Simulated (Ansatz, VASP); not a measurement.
# Two plane-wave programs on AlN

The input INCAR:

```
SYSTEM = AlN
PREC     = Accurate       ! precision mode
ENCUT    = 520            ! plane-wave cutoff, eV
EDIFF    = 1E-6           ! SCF threshold, eV
ISMEAR   = -1             ! smearing method
SIGMA    = 0.05           ! smearing width, eV
LREAL    = .False.        ! projectors in reciprocal space
LASPH    = .True.         ! aspherical terms in the spheres
NELM     = 80             ! most SCF steps
ALGO     = Normal         ! electronic algorithm
ISIF     = 2              ! what is computed and relaxed
LWAVE    = .False.        ! write WAVECAR
LCHARG   = .False.        ! write CHGCAR
GGA      = PE             ! functional
NBANDS   = 11             ! bands
```

KPOINTS

```
regular mesh
0
Gamma
  11 11 11
  0 0 0
```

Contents of POSCAR:

```
AlN
1.0
    0.0000000000      2.0345180000      2.0345180000
    2.1158987200      0.0000000000      2.0345180000
    2.1158987200      2.0345180000      0.0000000000
Al N
1 1
Direct
    0.5000000000      0.5000000000      0.5000000000
    0.0000000000      0.0000000000      0.0000000000
```

input.yaml

```yaml
crystal:
  lattice:
    - [0.0, 2.034518, 2.034518]
    - [2.11589872, 0.0, 2.034518]
    - [2.11589872, 2.034518, 0.0]
  atoms:
    - { symbol: Al, position: [0.5, 0.5, 0.5] }
    - { symbol: "N", position: [0.0, 0.0, 0.0] }
hamiltonian:
  xc: pbe
  pseudopotentials: { kind: paw }
kpoints:
  mp_grid: { grid: [11, 11, 11] }
scf:
  occupations: { method: fermi_dirac, width: 0.05 }
output:
  forces: true
  stress: true
  eigenvalues: true
  write_density: true
  write_potential: true
  elf: true
  volumetric_format: npy
```

Change from the starting cell: strain = 0.04.

Alike in both runs: task single point; functional PBE; k mesh 11 × 11 × 11; occupations fermi-dirac, width 0.05 eV; no spin polarisation.

|  | VASP | Ansatz |
| --- | --- | --- |
| version | VASP 6.6.1 | Ansatz 0.2.0 |
| potentials or method | VASP PAW PBE potentials, release 64 (Al, N) | Ansatz PAW |
| plane-wave cutoff (eV) | 520 | 420 |
| valence electrons in the cell | 8 | 8 |

|  | VASP | Ansatz | Ansatz less VASP |
| --- | --- | --- | --- |
| gap on the k mesh at the Fermi level (eV) | 3.92 | 3.94 | +0.022 |
| least direct gap on the mesh (eV) | 4.67 | 4.66 | -0.009 |
| pressure (GPa) | -8.5 | -8.3 | +0.24 |
| largest component of the traceless stress (GPa) | 4.78 | 4.81 | +0.032 |

The functional is the same, so the differences come from potentials, cutoffs and numerics.

Caveats: an odd mesh through Γ misses points on the zone boundary, where band edges often lie (VASP); odd divisions of the mesh miss points on the zone boundary, where band edges often lie, so the gap on the mesh can be too wide (Ansatz); the pressure holds a Pulay correction of +0.5 GPa for the finite cutoff (Ansatz).
